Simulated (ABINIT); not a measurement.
# CdSe (F-43m) in ABINIT: notebook, part 2 of 2

ABINIT 10.8.3 (patched build).

**4. Equation of state, WC**

run.abi reads:

```
# Datasets: one volume each
ndtset 7
getwfk -1
scalecart1 3*0.9795861087
scalecart2 3*0.9864848297
scalecart3 3*0.9932883884
scalecart4 3*1.0000000000
scalecart5 3*1.0066227096
scalecart6 3*1.0131594038
scalecart7 3*1.0196128224

# Pseudopotentials
pp_dirpath "./"
pseudos "Cd.GGA_PBE-JTH.xml, Se.GGA_PBE-JTH.xml"

# Structure
acell 3*1.0 Angstrom
rprim
     0.0000000000     3.0702711986     3.0702711986
     3.0702711986     0.0000000000     3.0702711986
     3.0702711986     3.0702711986     0.0000000000
ntypat 2
znucl 48 34
natom 2
typat 1 2
xred
     0.0000000000     0.0000000000     0.0000000000
     0.2500000000     0.2500000000     0.2500000000

# Plane-wave basis
ecut 17.0
pawecutdg 34.0

# k points
kptopt 1
ngkpt 8 8 8
nshiftk 1
shiftk 0.0 0.0 0.0

# Exchange and correlation
ixc 23

# Bands and occupations
nband 13
occopt 3
tsmear 0.05 eV

# SCF cycle
nstep 100
tolvrs 1.0e-9

# Output
iomode 3
prtwf 1
prtden 0
prteig 0
prtebands 0
enunit 2
```

Potentials or basis: JTH PAW PBE v2.0.

The run is started by

```bash
abinit run.abi > log 2>&1
```

run.abo:

```text
.Version 10.8.3 of ABINIT
 DATASET    1 : space group F-4 3 m (#216); Bravais cF (face-center cubic)
================================================================================
 Values of the parameters that define the memory need for DATASET  1.
     intxc =       0    ionmov =       0      iscf =      17    lmnmax =      18
     lnmax =       6     mgfft =      30  mpssoang =       3    mqgrid =    3001
     natom =       2  nloc_mem =       2    nspden =       1   nspinor =       1
    nsppol =       1      nsym =      24    n1xccc =       1    ntypat =       2
    occopt =       3   xclevel =       2
       mpw =        1249          nfft =       27000          nkpt =          29
 PAW method is used; the additional fine FFT grid is defined by:
   mgfftf=        45    nfftf =     91125
================================================================================
================================================================================
[... 71 lines left out ...]
 DATASET    7 : space group F-4 3 m (#216); Bravais cF (face-center cubic)
================================================================================
 Values of the parameters that define the memory need for DATASET  7.
     intxc =       0    ionmov =       0      iscf =      17    lmnmax =      18
     lnmax =       6     mgfft =      32  mpssoang =       3    mqgrid =    3001
     natom =       2  nloc_mem =       2    nspden =       1   nspinor =       1
    nsppol =       1      nsym =      24    n1xccc =       1    ntypat =       2
    occopt =       3   xclevel =       2
       mpw =        1399          nfft =       32768          nkpt =          29
 PAW method is used; the additional fine FFT grid is defined by:
   mgfftf=        45    nfftf =     91125
================================================================================
================================================================================

--------------------------------------------------------------------------------
------------- Echo of variables that govern the present computation ------------
--------------------------------------------------------------------------------
 -outvars: echo values of preprocessed input variables --------
            acell      1.8897261259E+00  1.8897261259E+00  1.8897261259E+00 Bohr
              amu      1.12411000E+02  7.89600000E+01
             ecut      1.70000000E+01 Hartree
[... 155 lines left out ...]

   1.02651429E+03                                ecore*ucvol(ha*bohr**3)
--------------------------------------------------------------------------------

================================================================================

--- !BeginCycle
iteration_state: {dtset: 1, }
solver: {iscf: 17, nstep: 100, nline: 4, wfoptalg: 10, }
tolerances: {tolvrs: 1.00E-09, }
...
[... 1335 lines left out ...]
-Cartesian components of stress tensor (GPa)         [Pressure= -3.8589E+00 GPa]
- sigma(1 1)=  3.85890723E+00  sigma(3 2)=  0.00000000E+00
- sigma(2 2)=  3.85890723E+00  sigma(3 1)=  0.00000000E+00
- sigma(3 3)=  3.85890723E+00  sigma(2 1)=  0.00000000E+00

== END DATASET(S) ==============================================================
================================================================================

 -outvars: echo values of variables after computation  --------
            acell      1.8897261259E+00  1.8897261259E+00  1.8897261259E+00 Bohr
           etotal1    -5.7212327539E+01
           etotal2    -5.7212702910E+01
           etotal3    -5.7212773475E+01
           etotal4    -5.7212563619E+01
           etotal5    -5.7212106467E+01
           etotal6    -5.7211434878E+01
           etotal7    -5.7210572771E+01
            fcart1    -0.0000000000E+00 -0.0000000000E+00 -0.0000000000E+00
                      -0.0000000000E+00 -0.0000000000E+00 -0.0000000000E+00
            fcart2    -1.7641860608E-29 -2.4992635861E-29  6.7627132329E-29
                       1.7641860608E-29  2.4992635861E-29 -6.7627132329E-29
            fcart3     2.9201703588E-30  7.3004258969E-31 -2.9201703588E-30
                      -2.9201703588E-30 -7.3004258969E-31  2.9201703588E-30
            fcart4    -0.0000000000E+00 -0.0000000000E+00 -0.0000000000E+00
                      -0.0000000000E+00 -0.0000000000E+00 -0.0000000000E+00
            fcart5     5.7629761019E-30 -1.8729672331E-29  5.7629761019E-30
                      -5.7629761019E-30  1.8729672331E-29 -5.7629761019E-30
[... 38 lines left out ...]
                       0.0000000000E+00  0.0000000000E+00  0.0000000000E+00
           xangst1     0.0000000000E+00  0.0000000000E+00  0.0000000000E+00
                       1.5037975080E+00  1.5037975080E+00  1.5037975080E+00
           xangst2     0.0000000000E+00  0.0000000000E+00  0.0000000000E+00
                       1.5143879802E+00  1.5143879802E+00  1.5143879802E+00
           xangst3     0.0000000000E+00  0.0000000000E+00  0.0000000000E+00
                       1.5248323654E+00  1.5248323654E+00  1.5248323654E+00
           xangst4     0.0000000000E+00  0.0000000000E+00  0.0000000000E+00
                       1.5351355993E+00  1.5351355993E+00  1.5351355993E+00
           xangst5     0.0000000000E+00  0.0000000000E+00  0.0000000000E+00
                       1.5453023566E+00  1.5453023566E+00  1.5453023566E+00
           xangst6     0.0000000000E+00  0.0000000000E+00  0.0000000000E+00
                       1.5553370685E+00  1.5553370685E+00  1.5553370685E+00
           xangst7     0.0000000000E+00  0.0000000000E+00  0.0000000000E+00
                       1.5652439412E+00  1.5652439412E+00  1.5652439412E+00
             xred      0.0000000000E+00  0.0000000000E+00  0.0000000000E+00
                       2.5000000000E-01  2.5000000000E-01  2.5000000000E-01
 Calculation completed.
```

It took 2.4 min on 1 thread of Arm Neoverse V2, shared host; peak memory 0.15 GiB.

Results:

```yaml
Equilibrium_volume: 28.20 Å³/atom
Bulk_modulus: 52 GPa
Pressure_derivative_of_the_bulk_modulus: "4.9 (rough: it moves with the points fitted)"
```

Energy against volume, from the lowest point:
| volume (Å³/atom) | energy (meV/atom) |
| --- | --- |
| 27.206 | 6.07 |
| 27.784 | 0.96 |
| 28.363 | 0.00 |
| 28.942 | 2.86 |
| 29.521 | 9.08 |
| 30.100 | 18.21 |
| 30.679 | 29.94 |

Caveat: the cutoff is too short for stress, so the log's stress isn't used; pressures at fixed basis lie under the slope of the energies; the PAW data sets were made with another functional, which shifts forces and pressure a little.
